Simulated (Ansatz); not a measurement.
# W (Im-3m) in Ansatz: further runs

One crystal, W, is run at these levels: HSE06; tasks: single point, equation of state.

Everything below comes from runs of Ansatz 0.2.0. Logs are shortened: lines on timing, memory, paths and dates and some standing lists are left out, and cuts for length are marked.

## Step 1: Starting point

Symmetry: Im-3m, No. 229, cubic system. Conventional cell: a = 3.165 Å, b = 3.165 Å, c = 3.165 Å, α = 90.00°, β = 90.00°, γ = 90.00°. W (site symmetry m-3m) has 8 W at 2.74 Å as nearest neighbours.

## Step 2: Single point, HSE06, 14.90 Å³/atom (volume scaled by 0.94)

The input, input:

```
crystal:
  lattice:
    - [-1.5500431812, 1.5500431812, 1.5500431812]
    - [1.5500431812, -1.5500431812, 1.5500431812]
    - [1.5500431812, 1.5500431812, -1.5500431812]
  atoms:
    - { symbol: W, position: [0.0, 0.0, 0.0] }
hamiltonian:
  xc: hse06
  pseudopotentials: { kind: paw }
kpoints:
  mp_grid: { grid: [8, 8, 8] }
scf:
  occupations: { method: fermi_dirac, width: 0.05 }
output:
  forces: true
  stress: true
  eigenvalues: true
```

Potentials or basis: Ansatz PAW.

Standard output:

```text
Warning: output.stress: scf.convergence.dr2_threshold = 1e-7 eV (the SCF's general default) is looser than the 1e-10 eV advised for a printed stress (1e-10 eV for each atom of the cell: 1). What an SCF threshold leaves in a stress goes as its square root, and in the free energy as the threshold itself, and one threshold admits the most on a small cell: of the crystals measured, under no hybrid functional and no lock of the moments, on runs that ended without the residual-converged pass, on stresses that held no estimate of that error, the worst erred by over 100 MPa in a component at 1e-7 eV an atom and by under 5 at 1e-10. Set scf.convergence.dr2_threshold to 1e-10 eV or tighter. The threshold is an SCF's pass mark: one that does not reach it within its budget of iterations ends unconverged, or closes short of it on a stop that the run arms, and scf.convergence.dr2_threshold's page says what that costs each kind of run
Warning: output.stress: scf.exx.energy_threshold = 1e-6 eV is looser than the 1e-8 eV advised for a stress under a hybrid functional (1e-8 eV for each atom of the cell: 1). Every SCF of the exchange loop can meet its threshold on dr2 while the loop round them stops early: no threshold on dr2 bounds what that leaves in the stress. Set scf.exx.energy_threshold to 1e-8 eV or tighter. The threshold is the loop's pass mark: a loop that does not reach it within its budget of cycles ends unconverged, and scf.exx.energy_threshold's page has the law
GPUs: using 1 of 1 available (devices: 1).
Engine: ansatz 0.2.0, x86_64-unknown-linux-gnu
Pseudopotentials: kind: paw
Pseudopotential: W, paw, valence charge 14, recommended cutoff 420 eV (normal), W.paw.azcp
Functional definition: HSE06
  parameter a = 0.25
  parameter omega = 0.11/bohr
  exchange = pbe_x - a*pbe_x_sr(omega) + a*exact_x_sr(omega)
  correlation = pbe_c
device memory: the entry about to start is reckoned to put 0.4 GiB on a device that reports 47.0 GiB free (of which the cap on the GPU budget leaves the run 18.0 GiB)
GPU FFT provider: cuFFT
GPU libraries: cuBLAS 13.8.2, cuFFT 12.4.0, cuSOLVER 12.3.4
Crystal: 1 atoms, lattice volume = 14.897 Å³
Basis set: ecut = 420 eV, 321 PW (Γ), exchange–correlation on 36×36×36 points (8 copies of the dense FFT grid, shifted against one another)
Bands: 11, of which v1, the nominal top of the filled ones, is band 7 counted from 1 (6 counted from 0)
Symmetry: 48 space group operations
Space group: Im-3m (ITA 229), of the structure as read, at distance tolerance 2.5e-5 Å
k-points: 29 of 512
Non-local potential: W, projectors of the file, l = 0: 3, l = 1: 2, l = 2: 2, l = 3: 1
PAW form: soft (Blöchl's): semilocal exchange-correlation on the pseudo side does not see the compensation charge
PAW frozen core: W, regenerated for the run's functional, and the local potential with it (the file was generated under x = pbe(κ = 0.804, μ = 0.2195149727645171), c = pbe(β = 0.06672455060314922))
PAW one-centre angular grid: W, 590 points (default); XC on 64 Gauss nodes
Initial density: superposition of atomic densities (neutral atoms: chi_scale 0, normalization atom), corrected by the library's trained network
Initial wavefunctions: pseudopotential atomic-orbital guess
GPU buffer pool allocated for 5832 grid points (all kernels)
GPU transforms: local potential and band sums: pruned to the plane-wave sphere, on 18×18×18
Functional: x = pbe(κ = 0.804, μ = 0.2195149727645171), c = pbe(β = 0.06672455060314922), warm-up for x = pbe(κ = 0.804, μ = 0.2195149727645171) + 0.25 (exact − pbe) at short range (hse, ω = 0.20786987370883472 Å⁻¹), c = pbe(β = 0.06672455060314922); HSE06 as pw.x's `hse` composes it (authors' and Libxc's form: `xc: wpbeh`)
SCF iter   1: F=—  HF=-10384.706092 eV  |F-HF|=—  |Δ(HF+E_count)|=         —  Δρ=4.99e-3  dr2=3.27e-3  ethr=1.77e-3  ⟨swp⟩=6.0  Hψ=1221  notcnv=0
preconditioner: auto → none  [insulator: Δε(μ)=0.580 eV  Ē_g=9.706 eV  σ=0.050 eV  W_gap=0.99  n_scr=0 (ndim 8)  ℏωp=23.6 eV  f_vac=0.000  D(μ)=0.01/eV (n_scr^D=0)]
iter 2 solved again at ethr=5.76e-7 eV; its pass at ethr=2.33e-5 eV (dr2=8.06e-5 eV) is discarded
SCF iter   2: F=—  HF=-10384.704575 eV  |F-HF|=—  |Δ(HF+E_count)|=   1.52e-3  Δρ=1.22e-3  dr2=8.02e-5  ethr=5.76e-7  ⟨swp⟩=2.1  Hψ=1412  notcnv=0
SCF iter   3: F=—  HF=-10384.704563 eV  |F-HF|=—  |Δ(HF+E_count)|=   1.22e-5  Δρ=4.18e-4  dr2=4.25e-6  ethr=5.73e-7  ⟨swp⟩=3.0  Hψ=678  notcnv=0
SCF iter   4: F=-10384.704567 eV  HF=-10384.704567 eV  |F-HF|=3.41e-9  |Δ(HF+E_count)|=   4.04e-6  Δρ=8.01e-6  dr2=1.65e-9  ethr=3.04e-8  ⟨swp⟩=2.0  Hψ=525  notcnv=0
SCF 1 converged in 4 iterations: F = -10384.704567 eV  dr2 = 1.65e-9
device memory: the entry about to start is reckoned to put 1.0 GiB on a device that reports 46.7 GiB free (of which the cap on the GPU budget leaves the run 18.0 GiB)
GPU FFT provider: cuFFT
GPU libraries: cuBLAS 13.8.2, cuFFT 12.4.0, cuSOLVER 12.3.4
Initial density: handed on by an earlier stage of this run
Initial wavefunctions: those handed on with the density
GPU buffer pool allocated for 5832 grid points (all kernels)
GPU transforms: local potential and band sums: pruned to the plane-wave sphere, on 18×18×18
Functional: x = pbe(κ = 0.804, μ = 0.2195149727645171) + 0.25 (exact − pbe) at short range (hse, ω = 0.20786987370883472 Å⁻¹), c = pbe(β = 0.06672455060314922); HSE06 as pw.x's `hse` composes it (authors' and Libxc's form: `xc: wpbeh`)
Exchange kernel: α = 0.2500, screened, ω = 0.2079 Å⁻¹, Wigner–Seitz truncation, v(0) = 1045.9586 eV·Å³, q-mesh 8×8×8, nearest image of the exchange supercell L = 21.48 Å, pair-density grid 12×12×12, without the augmentation charges, whose exchange is taken in its separable form by FFT convolution over the k-point mesh (sized by the pseudopotential files, 15×15×15 at the most), smooth part of the exact exchange by density-matrix convolution in up to 1.85 GiB of GPU memory as planned if the GPU has room (build and FFT work areas not counted)
Frozen-core exchange: fock
iter 1 solved again at ethr=6.12e-5 eV; its pass at ethr=1.00e-1 eV (dr2=8.57e-3 eV) is discarded
SCF iter   1: F=—  HF=-10385.695374 eV  |F-HF|=—  |Δ(HF+E_count)|=         —  Δρ=8.49e-3  dr2=1.00e-2  ethr=6.12e-5  ⟨swp⟩=3.2  Hψ=1368  notcnv=0
preconditioner: auto → none  [insulator: Δε(μ)=0.864 eV  Ē_g=10.979 eV  σ=0.050 eV  W_gap=1.00  n_scr=0 (ndim 8)  ℏωp=23.6 eV  f_vac=0.000  D(μ)=0.00/eV (n_scr^D=0)]
SCF iter   2: F=—  HF=-10385.690694 eV  |F-HF|=—  |Δ(HF+E_count)|=   4.68e-3  Δρ=2.64e-3  dr2=9.89e-4  ethr=6.12e-5  ⟨swp⟩=3.0  Hψ=829  notcnv=0
SCF iter   3: F=—  HF=-10385.694330 eV  |F-HF|=—  |Δ(HF+E_count)|=   3.64e-3  Δρ=1.77e-3  dr2=1.91e-4  ethr=3.24e-6  ⟨swp⟩=3.1  Hψ=680  notcnv=0
SCF iter   4: F=—  HF=-10385.694280 eV  |F-HF|=—  |Δ(HF+E_count)|=   5.02e-5  Δρ=6.14e-4  dr2=2.86e-5  ethr=1.18e-6  ⟨swp⟩=2.6  Hψ=545  notcnv=0
SCF iter   5: F=-10385.694362 eV  HF=-10385.694363 eV  |F-HF|=4.17e-7  |Δ(HF+E_count)|=   8.30e-5  Δρ=1.74e-4  dr2=2.26e-6  ethr=1.08e-7  ⟨swp⟩=3.1  Hψ=651  notcnv=0
SCF 2 stopped early in 5 iterations: F = -10385.694362 eV  dr2 = 2.26e-6
hybrid outer 1: dexx = +4.501e-3 eV, tail = 1.08e-5 eV
GPU FFT provider: cuFFT
GPU libraries: cuBLAS 13.8.2, cuFFT 12.4.0, cuSOLVER 12.3.4
GPU buffer pool allocated for 5832 grid points (all kernels)
GPU transforms: local potential and band sums: pruned to the plane-wave sphere, on 18×18×18
Exchange kernel: α = 0.2500, screened, ω = 0.2079 Å⁻¹, Wigner–Seitz truncation, v(0) = 1045.9586 eV·Å³, q-mesh 8×8×8, nearest image of the exchange supercell L = 21.48 Å, pair-density grid 12×12×12, without the augmentation charges, whose exchange is taken in its separable form by FFT convolution over the k-point mesh (sized by the pseudopotential files, 15×15×15 at the most), smooth part of the exact exchange by density-matrix convolution in up to 1.85 GiB of GPU memory as planned if the GPU has room (build and FFT work areas not counted)
Frozen-core exchange: fock
SCF iter   1: F=—  HF=-10385.694401 eV  |F-HF|=—  |Δ(HF+E_count)|=         —  Δρ=8.85e-5  dr2=7.25e-7  ethr=3.86e-7  ⟨swp⟩=3.4  Hψ=801  notcnv=0
preconditioner: auto → none  [insulator: Δε(μ)=0.903 eV  Ē_g=10.964 eV  σ=0.050 eV  W_gap=1.00  n_scr=0 (ndim 8)  ℏωp=23.6 eV  f_vac=0.000  D(μ)=0.00/eV (n_scr^D=0)]
SCF iter   2: F=—  HF=-10385.694400 eV  |F-HF|=—  |Δ(HF+E_count)|=   2.52e-7  Δρ=3.30e-5  dr2=6.11e-8  ethr=3.71e-9  ⟨swp⟩=3.0  Hψ=705  notcnv=0
SCF iter   3: F=-10385.694400 eV  HF=-10385.694400 eV  |F-HF|=1.16e-10  |Δ(HF+E_count)|=   6.11e-8  Δρ=2.53e-6  dr2=2.81e-10  ethr=3.22e-10  ⟨swp⟩=3.1  Hψ=575  notcnv=0  defer=2
SCF 3 converged in 3 iterations: F = -10385.694400 eV  dr2 = 2.81e-10
  Residual-converged pass: ⟨swp⟩=3.0  Hψ=672  notcnv=0  max |occ|·‖R‖ = 2.4e-6 eV (tolerance 2.4e-6 eV)  dr2=2.76e-10  dr2_onsite=3.47e-11  max |Δocc| = 3.8e-13
hybrid outer 2: dexx = +1.522e-7 eV, tail = 4.71e-9 eV, Δε = 1.64e-3 eV (about 3.89e-5 eV left of the loop's levels)
hybrid SCF converged: 2 outer / 8 inner (+4 warm-up), last move |dexx| = 1.52e-7 eV, tail = 4.71e-9 eV
Stability not checked: this state was not tested for a lower state beside it, because the functional holds exact exchange (a hybrid, or Hartree-Fock), whose exchange loop this test does not read (fock_operator; see scf.lower_state_search)
Free energy (F): -10385.694400 eV
Frozen-core exchange: fock
Harris-Foulkes:  -10385.694400 eV  (|F-HF|=1.16e-10)
Internal energy: -10385.694386 eV  (E = F + TS)
E sigma→0 (E₀):  -10385.694393 eV
Entropy (-TS):   -0.000014 eV (-0.014 meV/atom)
Fermi energy:    23.933933 eV
--- Per-component energies (eV) ---
  E_band       = -87.630446
  E_kinetic    = 452.579313
  E_local      = -550.174067  (includes V_loc(G=0)·N_el)
  E_nonlocal   = 1.479242
  E_hartree    = 200.988648
  E_xc         = -213.239769
  E_vxc        = -190.645572  (∫ρ·V_xc dr)
  E_exx        = -40.854405  (= α·E_x^exact, valence–valence)
  E_paw        = -8576.964411  (= ΣΔE_a)
  E_vpaw       = -121.137843  (= ΣTr[D̂ρ^β])
  E_aug_tail   = -0.000056  (compensation charges beyond the density's cutoff)
  E_ewald      = -1656.586045
  E_core_change = -2.922838  (= ΣΔE_core)
  E_smearing   = -0.000014  (= −TS)
  E_closure    = 0.000001  (closes the sum)
  Σ components = -10385.694400   (vs F -10385.694400, Δ=0.00e0)
--- Forces (eV/Å), atoms counted from 1 ---
  atom   1  W     -0.00000000     0.00000000    -0.00000000
  max |Σ_I F_I| component: 4.17e-27 eV/Å
--- Stress (GPa, compression-positive) ---
       22.704608       0.000000      -0.000000
        0.000000      22.704608       0.000000
       -0.000000      -0.000000      22.704608
  P = ⅓ Tr σ = 22.7046 GPa (227.046 kbar)
--- Band table (eV; the first three rows and the last of 29) ---
  k-point 0: bands = ["-53.8980", "-15.8750", "-15.8750", "-15.8750", "12.8460", "22.5402", "22.5402", "22.5402", "27.3536", "27.3536", "39.6373"]
  k-point 1: bands = ["-53.8679", "-16.1655", "-15.9622", "-15.8743", "13.7208", "21.9955", "22.3676", "23.4800", "26.6224", "27.3376", "40.3143"]
  k-point 2: bands = ["-53.7946", "-16.8296", "-16.1658", "-15.8734", "15.6697", "20.8741", "21.8138", "26.0499", "26.4857", "27.4987", "40.2114"]
  k-point 28: bands = ["-53.5377", "-17.0981", "-17.0981", "-17.0981", "17.0162", "17.0162", "30.4503", "30.4503", "30.4503", "33.5846", "33.5846"]
```

It took 14 s on 1 × NVIDIA H100 80GB HBM3 with 2 threads of AMD EPYC 7R13 (Zen 3), shared host; peak memory 1.7 GiB.

Results:

```
Free energy            : -10385.6944 eV
Pressure               : 22.7 GPa
Band gap on the k mesh : none (metal or under the smearing width)
```

Caveat: the PAW data sets come from PBE, with cores solved anew for the run's functional, which leaves a small shift of forces and pressure; the thresholds are loose for stress.

## Step 3: Single point, HSE06, 15.21 Å³/atom (volume scaled by 0.96)

The input, input:

```
crystal:
  lattice:
    - [-1.5609593379, 1.5609593379, 1.5609593379]
    - [1.5609593379, -1.5609593379, 1.5609593379]
    - [1.5609593379, 1.5609593379, -1.5609593379]
  atoms:
    - { symbol: W, position: [0.0, 0.0, 0.0] }
hamiltonian:
  xc: hse06
  pseudopotentials: { kind: paw }
kpoints:
  mp_grid: { grid: [8, 8, 8] }
scf:
  occupations: { method: fermi_dirac, width: 0.05 }
output:
  forces: true
  stress: true
  eigenvalues: true
  write_density: true
  write_potential: true
  elf: true
  volumetric_format: npy
```

Potentials or basis: Ansatz PAW.

Run time: 15 s. Hardware: 1 × NVIDIA H100 80GB HBM3 with 2 threads of AMD EPYC 7R13 (Zen 3), shared host; peak memory 1.7 GiB.

Results (log left out):

| Property | Result |
| --- | --- |
| Free energy | -10385.7306 eV |
| Pressure | 14.1 GPa |
| Band gap on the k mesh | none (metal or under the smearing width) |

Caveat: the PAW data sets come from PBE, with cores solved anew for the run's functional, which leaves a small shift of forces and pressure; the thresholds are loose for stress.

## Step 4: Single point, HSE06, 15.53 Å³/atom (volume scaled by 0.98)

The input, input:

```
crystal:
  lattice:
    - [-1.5717249149, 1.5717249149, 1.5717249149]
    - [1.5717249149, -1.5717249149, 1.5717249149]
    - [1.5717249149, 1.5717249149, -1.5717249149]
  atoms:
    - { symbol: W, position: [0.0, 0.0, 0.0] }
hamiltonian:
  xc: hse06
  pseudopotentials: { kind: paw }
kpoints:
  mp_grid: { grid: [8, 8, 8] }
scf:
  occupations: { method: fermi_dirac, width: 0.05 }
output:
  forces: true
  stress: true
  eigenvalues: true
```

It took 15 s on 1 × NVIDIA H100 80GB HBM3 with 2 threads of AMD EPYC 7R13 (Zen 3), shared host; peak memory 1.7 GiB.

The run converged. Its results:

* Free energy: -10385.7507 eV
* Pressure: 6.3 GPa
* Band gap on the k mesh: none (metal or under the smearing width)

Caveat: the PAW data sets come from PBE, with cores solved anew for the run's functional, which leaves a small shift of forces and pressure; the thresholds are loose for stress.

## Step 5: Single point, HSE06, 15.85 Å³/atom

input, as its differences from that of step 4:

```diff
@@ -2,5 +2,5 @@
   lattice:
-    - [-1.5717249149, 1.5717249149, 1.5717249149]
-    - [1.5717249149, -1.5717249149, 1.5717249149]
-    - [1.5717249149, 1.5717249149, -1.5717249149]
+    - [-1.582345, 1.582345, 1.582345]
+    - [1.582345, -1.582345, 1.582345]
+    - [1.582345, 1.582345, -1.582345]
   atoms:
```

It took 14 s on 1 × NVIDIA H100 80GB HBM3 with 2 threads of AMD EPYC 7R13 (Zen 3), shared host; peak memory 1.7 GiB.

Results (log left out):

```
Free energy            : -10385.7561 eV
Pressure               : -0.7 GPa
Band gap on the k mesh : none (metal or under the smearing width)
```

Caveat: the PAW data sets come from PBE, with cores solved anew for the run's functional, which leaves a small shift of forces and pressure; the thresholds are loose for stress.

## Step 6: Single point, HSE06, 16.16 Å³/atom (volume scaled by 1.02)

The input, input:

```
crystal:
  lattice:
    - [-1.5928244114, 1.5928244114, 1.5928244114]
    - [1.5928244114, -1.5928244114, 1.5928244114]
    - [1.5928244114, 1.5928244114, -1.5928244114]
  atoms:
    - { symbol: W, position: [0.0, 0.0, 0.0] }
hamiltonian:
  xc: hse06
  pseudopotentials: { kind: paw }
kpoints:
  mp_grid: { grid: [8, 8, 8] }
scf:
  occupations: { method: fermi_dirac, width: 0.05 }
output:
  forces: true
  stress: true
  eigenvalues: true
  write_density: true
  write_potential: true
  elf: true
  volumetric_format: npy
```

Potentials or basis: Ansatz PAW.

It took 12 s on 1 × NVIDIA H100 80GB HBM3 with 2 threads of AMD EPYC 7R13 (Zen 3), shared host; peak memory 1.8 GiB.

It converged, with:

| Quantity | Value |
| --- | --- |
| Free energy | -10385.7483 eV |
| Pressure | -7.0 GPa |
| Band gap on the k mesh | none (metal or under the smearing width) |

Caveat: the PAW data sets come from PBE, with cores solved anew for the run's functional, which leaves a small shift of forces and pressure; the thresholds are loose for stress.

## Step 7: Single point, HSE06, 16.48 Å³/atom (volume scaled by 1.04)

The input, input:

```
crystal:
  lattice:
    - [-1.6031677168, 1.6031677168, 1.6031677168]
    - [1.6031677168, -1.6031677168, 1.6031677168]
    - [1.6031677168, 1.6031677168, -1.6031677168]
  atoms:
    - { symbol: W, position: [0.0, 0.0, 0.0] }
hamiltonian:
  xc: hse06
  pseudopotentials: { kind: paw }
kpoints:
  mp_grid: { grid: [8, 8, 8] }
scf:
  occupations: { method: fermi_dirac, width: 0.05 }
output:
  forces: true
  stress: true
  eigenvalues: true
```

It took 16 s on 1 × NVIDIA H100 80GB HBM3 with 2 threads of AMD EPYC 7R13 (Zen 3), shared host; peak memory 1.8 GiB.

The run converged. Its results:

```yaml
Free_energy: -10385.7288 eV
Pressure: -12.7 GPa
Band_gap_on_the_k_mesh: none (metal or under the smearing width)
```

Caveat: the PAW data sets come from PBE, with cores solved anew for the run's functional, which leaves a small shift of forces and pressure; the thresholds are loose for stress.

## Step 8: Single point, HSE06, 16.80 Å³/atom (volume scaled by 1.06)

The input, input:

```
crystal:
  lattice:
    - [-1.6133792515, 1.6133792515, 1.6133792515]
    - [1.6133792515, -1.6133792515, 1.6133792515]
    - [1.6133792515, 1.6133792515, -1.6133792515]
  atoms:
    - { symbol: W, position: [0.0, 0.0, 0.0] }
hamiltonian:
  xc: hse06
  pseudopotentials: { kind: paw }
kpoints:
  mp_grid: { grid: [8, 8, 8] }
scf:
  occupations: { method: fermi_dirac, width: 0.05 }
output:
  forces: true
  stress: true
  eigenvalues: true
  write_density: true
  write_potential: true
  elf: true
  volumetric_format: npy
```

Run time: 13 s. Hardware: 1 × NVIDIA H100 80GB HBM3 with 2 threads of AMD EPYC 7R13 (Zen 3), shared host; peak memory 1.8 GiB.

Results (log left out):

```yaml
Free_energy: -10385.6985 eV
Pressure: -17.8 GPa
Band_gap_on_the_k_mesh: none (metal or under the smearing width)
```

Caveat: the PAW data sets come from PBE, with cores solved anew for the run's functional, which leaves a small shift of forces and pressure; the thresholds are loose for stress.

## Step 9: Equation of state, HSE06

Potentials or basis: Ansatz PAW.

This step only gathers the single runs of the series.

Results:

| Item | Value |
| --- | --- |
| Equilibrium volume | 15.81 Å³/atom |
| Bulk modulus | 335 GPa |
| Pressure derivative of the bulk modulus | 4.2 |

Energy against volume, from the lowest point:
| volume (Å³/atom) | energy (meV/atom) |
| --- | --- |
| 14.897 | 61.67 |
| 15.214 | 25.46 |
| 15.531 | 5.41 |
| 15.848 | 0.00 |
| 16.165 | 7.72 |
| 16.482 | 27.30 |
| 16.798 | 57.54 |

Caveat: the PAW data sets were made with another functional, which shifts forces and pressure a little.
